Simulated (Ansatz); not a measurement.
Runs of Ansatz 0.2.0 on ZrC. Symmetry: F-43m, No. 216, cubic system. Conventional cell: a = 5.091 Å, b = 5.091 Å, c = 5.091 Å, α = 90.00°, β = 90.00°, γ = 90.00°. Zr (site symmetry -43m) has 4 C at 2.20 Å as nearest neighbours. Around C (site symmetry -43m) lie 4 Zr at 2.20 Å. The cell was built by a generator and needn't be a form met in nature.

| task | level | cell | cutoff (eV) | points for each segment of the path | gap on the mesh (eV) | pressure (GPa) | relaxed volume (Å³/atom) |
| --- | --- | --- | --- | --- | --- | --- | --- |
| band structure | PBEsol0 | as given | 420 | 4 | - | -4.0 | - |
| band structure | PBE0 | as given | 420 | 4 | - | -1.4 | - |
| relaxation of cell and atoms | HSE03 | relaxed | 420 | - | 1.29 | 0.0 | (b) |
| relaxation of cell and atoms | PBEsol0 | relaxed | 420 | - | 2.06 | 0.0 | (a) |
| relaxation of cell and atoms | HSE06 | relaxed | 420 | - | 1.46 | 0.0 | (c) |
| band structure | HSE06 | as given | 420 | 4 | - | -1.4 | - |
| band structure | r2SCAN50 | as given | 500 | 4 | - | -2.5 | - |
| band structure | B3LYP | as given | 420 | 4 | - | 2.7 | - |
| band structure | HSE03 | as given | 420 | 4 | - | -1.2 | - |
| band structure | HSEsol | as given | 420 | 4 | - | -4.0 | - |
| band structure | r2SCAN0 | as given | 500 | 4 | - | -1.2 | - |
| relaxation of cell and atoms | B3LYP | relaxed | 420 | - | 1.95 | 0.0 | 16.78 |

Alike in all rows: potentials or basis Ansatz PAW; no spin polarisation; k mesh 5 × 5 × 5; smearing fermi-dirac 0.05 eV; the mesh is coarse, so values aren't converged.

Question: Estimate the missing entries.

Answer: (a) 16.08; (b) 16.37; (c) 16.35.

Caveats: all runs use coarse meshes; the PAW data sets come from PBE, with cores solved anew for the run's functional, which leaves a small shift of forces and pressure; the thresholds are loose for stress (some runs); odd divisions of the mesh miss points on the zone boundary, where band edges often lie, so the gap on the mesh can be too wide (some runs); the plane-wave basis is chosen anew once the cell has moved, so the energies of steps on either side of that aren't comparable (some runs).

A k mesh can miss the band edges, and the runs leave out spin-orbit coupling on Zr.
